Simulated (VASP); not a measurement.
# Te2Mo (P6_3/mmc) in VASP: a series of runs, part 2 of 2

VASP 6.6.1. Earlier steps stand in the parts before.

**3. Band structure, BLYP**

File POSCAR:

```
Te2Mo
1.0
    3.5182000000      0.0000000000      0.0000000000
   -1.7591000000      3.0468505756      0.0000000000
    0.0000000000      0.0000000000     13.9736000000
Te Mo
4 2
Direct
    0.6666666667      0.3333333333      0.3790000000
    0.3333333333      0.6666666667      0.8790000000
    0.6666666667      0.3333333333      0.1210000000
    0.3333333333      0.6666666667      0.6210000000
    0.6666666667      0.3333333333      0.7500000000
    0.3333333333      0.6666666667      0.2500000000
```

File INCAR.step1:

```
  PREC = Accurate
  ENCUT = 520
  EDIFF = 1E-6
  ISMEAR = -1
  SIGMA = 0.05
  LREAL = F
  LASPH = T
  NELM = 60
  ALGO = Normal
  ISIF = 2
  LWAVE = F
  LCHARG = T
  LMAXMIX = 4
  GGA = B5
  ALDAX = 1.0
  AGGAX = 1.0
  AGGAC = 1.0
  ALDAC = 0.0
  NBANDS = 35
```

File KPOINTS.step1:

```
regular mesh
0
Gamma
  9 9 2
```

File INCAR.step2:

```
  PREC = Accurate
  ENCUT = 520
  EDIFF = 1E-6
  ISMEAR = 0
  SIGMA = 0.05
  LREAL = F
  LASPH = T
  NELM = 60
  ALGO = Normal
  ISIF = 2
  LWAVE = F
  LCHARG = F
  LMAXMIX = 4
  GGA = B5
  ALDAX = 1.0
  AGGAX = 1.0
  AGGAC = 1.0
  ALDAC = 0.0
  NBANDS = 35
  ICHARG = 11
```

File KPOINTS.step2:

```
path GMKGALHA,LM,KH
10
line-mode
reciprocal
 0.0000000000  0.0000000000  0.0000000000  G
 0.5000000000  0.0000000000  0.0000000000  M

 0.5000000000  0.0000000000  0.0000000000  M
 0.3333333333  0.3333333333  0.0000000000  K

 0.3333333333  0.3333333333  0.0000000000  K
 0.0000000000  0.0000000000  0.0000000000  G

 0.0000000000  0.0000000000  0.0000000000  G
 0.0000000000  0.0000000000  0.5000000000  A

 0.0000000000  0.0000000000  0.5000000000  A
 0.5000000000  0.0000000000  0.5000000000  L

 0.5000000000  0.0000000000  0.5000000000  L
 0.3333333333  0.3333333333  0.5000000000  H

 0.3333333333  0.3333333333  0.5000000000  H
 0.0000000000  0.0000000000  0.5000000000  A

 0.5000000000  0.0000000000  0.5000000000  L
 0.5000000000  0.0000000000  0.0000000000  M

 0.3333333333  0.3333333333  0.0000000000  K
 0.3333333333  0.3333333333  0.5000000000  H
```

Potentials or basis: VASP PAW PBE potentials, release 64 (Te, Mo_sv).

Started as:

```bash
$ cat potpaw_PBE.64/Te/POTCAR potpaw_PBE.64/Mo_sv/POTCAR > POTCAR
$ cp INCAR.step1 INCAR
$ cp KPOINTS.step1 KPOINTS
$ mpirun -np 1 vasp_std > vasp.out
$ cp INCAR.step2 INCAR
$ cp KPOINTS.step2 KPOINTS
$ mpirun -np 1 vasp_std > vasp.out
```

OUTCAR:

```text
PREC = Accurate
   ENCUT = 520
   EDIFF = 1E-6
   ISMEAR = 0
   LREAL = F
   LASPH = T
   NELM = 60
   ISIF = 2
   GGA = B5
   ICHARG = 11

 ion  position               nearest neighbor table
   1  0.667  0.333  0.379-   6 2.72   6 2.72   6 2.72   3 3.61
   2  0.333  0.667  0.879-   5 2.72   5 2.72   5 2.72   4 3.61
   3  0.667  0.333  0.121-   6 2.72   6 2.72   6 2.72   1 3.61
   4  0.333  0.667  0.621-   5 2.72   5 2.72   5 2.72   2 3.61
   5  0.667  0.333  0.750-   2 2.72   4 2.72   2 2.72   4 2.72   2 2.72   4 2.72
[... 1116 lines left out ...]
  -------------------------------------------------------------------------------------
  Total       13.0830366     13.0830366     22.2080505      0.0000000      0.0000000      0.0000000
  in kB      139.9391237    139.9391237    237.5423410      0.0000000      0.0000000      0.0000000
  external PRESSURE =     172.4735295 kB  Pullay stress =       0.0000000 kB

 VOLUME and BASIS-vectors are now :
 -----------------------------------------------------------------------------
  energy-cutoff  :      520.00
  volume of cell :      149.79
      direct lattice vectors                 reciprocal lattice vectors
     3.518200000  0.000000000  0.000000000     0.284236257  0.164103880  0.000000000
    -1.759100000  3.046850576  0.000000000     0.000000000  0.328207759  0.000000000
     0.000000000  0.000000000 13.973600000     0.000000000  0.000000000  0.071563520

 POSITION                                       TOTAL-FORCE (eV/Angst)
 -----------------------------------------------------------------------------------
      1.75910      1.01562      5.29599         0.000000     -0.000000      0.478561
     -0.00000      2.03123     12.28279         0.000000      0.000000      0.478561
      1.75910      1.01562      1.69081         0.000000      0.000000     -0.478561
     -0.00000      2.03123      8.67761         0.000000      0.000000     -0.478561
      1.75910      1.01562     10.48020         0.000000      0.000000      0.000000
     -0.00000      2.03123      3.49340        -0.000000      0.000000      0.000000
 -----------------------------------------------------------------------------------
    total drift:                               -0.000000      0.000000     -0.000000

  FREE ENERGIE OF THE ION-ELECTRON SYSTEM (eV)
  ---------------------------------------------------
  free  energy   TOTEN  =       -29.5686524242 eV

  energy  without entropy=      -29.5686524242  energy(sigma->0) =      -29.56865242
```

OUTCAR.step1:

```text
PREC = Accurate
   ENCUT = 520
   EDIFF = 1E-6
   ISMEAR = -1
   LREAL = F
   LASPH = T
[... 1148 lines left out ...]
      1.75910      1.01562      1.69081        -0.000000     -0.000000     -0.521955
     -0.00000      2.03123      8.67761        -0.000000     -0.000000     -0.521955
      1.75910      1.01562     10.48020        -0.000000      0.000000      0.000000
     -0.00000      2.03123      3.49340         0.000000      0.000000      0.000000
 -----------------------------------------------------------------------------------
    total drift:                               -0.000000      0.000000     -0.000000

  FREE ENERGIE OF THE ION-ELECTRON SYSTEM (eV)
  ---------------------------------------------------
  free  energy   TOTEN  =       -30.0315860539 eV

  energy  without entropy=      -30.0315645441  energy(sigma->0) =      -30.03157530
```

OSZICAR.step1:

```text
N       E                     dE             d eps       ncg     rms          rms(c)
DAV:   1     0.410600761803E+03    0.41060E+03   -0.27028E+04  1896   0.133E+03
DAV:   2    -0.964996220622E+01   -0.42025E+03   -0.40700E+03  2041   0.321E+02
DAV:   3    -0.306961963877E+02   -0.21046E+02   -0.20620E+02  2009   0.636E+01
DAV:   4    -0.311614790358E+02   -0.46528E+00   -0.46313E+00  2006   0.949E+00
DAV:   5    -0.311732996863E+02   -0.11821E-01   -0.11818E-01  2128   0.154E+00    0.207E+01
DAV:   6    -0.305286802018E+02    0.64462E+00   -0.56002E+00  1839   0.129E+01    0.865E+00
DAV:   7    -0.304898081667E+02    0.38872E-01   -0.52244E+00  1767   0.112E+01    0.642E+00
DAV:   8    -0.300332474962E+02    0.45656E+00   -0.93066E-01  1776   0.536E+00    0.241E+00
DAV:   9    -0.300370856297E+02   -0.38381E-02   -0.21226E-01  1935   0.209E+00    0.924E-01
DAV:  10    -0.300312946557E+02    0.57910E-02   -0.24378E-02  1789   0.912E-01    0.299E-01
DAV:  11    -0.300316136195E+02   -0.31896E-03   -0.15127E-03  1888   0.180E-01    0.988E-02
DAV:  12    -0.300315956380E+02    0.17981E-04   -0.79351E-05  1937   0.405E-02    0.683E-02
DAV:  13    -0.300315853777E+02    0.10260E-04   -0.86711E-05  1782   0.536E-02    0.160E-02
DAV:  14    -0.300315860539E+02   -0.67619E-06   -0.45754E-06  1734   0.866E-03
   1 F= -.30031586E+02 E0= -.30031575E+02  d E =-.215097E-04
```

It took 4.6 min on 1 thread of AMD EPYC 9R45 (Zen 5), shared host; peak memory 0.49 GiB.

Results:

| Item | Value |
| --- | --- |
| Band gap on the k mesh | 0.80 eV, indirect (least direct gap 1.04 eV) |
| Band gap along the path | 0.75 eV, indirect (least direct gap 1.04 eV) |

Levels at the corners of the path, in eV from the valence-band top:
```tsv
point	band 23	band 24	band 25	band 26	band 27	band 28	band 29	band 30
Γ	-1.04	-1.01	-0.32	0.00	2.85	2.85	2.98	2.98
M	-0.91	-0.89	-0.62	-0.33	1.22	1.28	1.44	1.75
M	-0.91	-0.89	-0.62	-0.33	1.22	1.28	1.44	1.75
K	-1.84	-1.84	-0.31	-0.09	0.95	0.95	1.22	2.17
K	-1.84	-1.84	-0.31	-0.09	0.95	0.95	1.22	2.17
Γ	-1.04	-1.01	-0.32	0.00	2.85	2.85	2.98	2.98
Γ	-1.04	-1.01	-0.32	0.00	2.85	2.85	2.98	2.98
A	-1.06	-1.06	-0.08	-0.08	2.88	2.88	2.88	2.88
A	-1.06	-1.06	-0.08	-0.08	2.88	2.88	2.88	2.88
L	-0.89	-0.89	-0.48	-0.48	1.24	1.24	1.61	1.61
L	-0.89	-0.89	-0.48	-0.48	1.24	1.24	1.61	1.61
H	-2.01	-2.01	-0.22	-0.22	0.95	0.95	1.66	1.66
H	-2.01	-2.01	-0.22	-0.22	0.95	0.95	1.66	1.66
A	-1.06	-1.06	-0.08	-0.08	2.88	2.88	2.88	2.88
L	-0.89	-0.89	-0.48	-0.48	1.24	1.24	1.61	1.61
M	-0.91	-0.89	-0.62	-0.33	1.22	1.28	1.44	1.75
K	-1.84	-1.84	-0.31	-0.09	0.95	0.95	1.22	2.17
H	-2.01	-2.01	-0.22	-0.22	0.95	0.95	1.66	1.66
```

Caveat: the log is that of the step along the path at fixed density, whose energy, stress, charges and moments have no meaning; the PAW data sets were made with another functional, which shifts forces and pressure a little; spin-orbit coupling is left out, which moves the levels of the heavy elements; this functional lacks dispersion, which binds the layers, so the pressure and a relaxed spacing across them are unreliable.

**4. Comparison with measurements**

Step 2. Against the measured gap of Te2Mo, 0.88 eV (indirect; 300 K; quoted in “Broadband infrared study of pressure-tunable Fano resonance and metallization transition in 2H-MoTe2”, 2022, pmc:9569381), the calculated 0.72 eV is off by -0.16 eV. Spin-orbit coupling on Mo, Te is left out. The value is that of revPBE, without temperature or zero-point motion. Semilocal functionals fall short of measured gaps as a rule.

Step 3. A measured gap of Te2Mo is 0.88 eV (indirect; 300 K; quoted in “Broadband infrared study of pressure-tunable Fano resonance and metallization transition in 2H-MoTe2”, 2022, pmc:9569381); the calculated 0.75 eV misses it by -0.13 eV. Spin-orbit coupling on Mo, Te is left out. The value is that of BLYP, without temperature or zero-point motion. Semilocal functionals fall short of measured gaps as a rule.
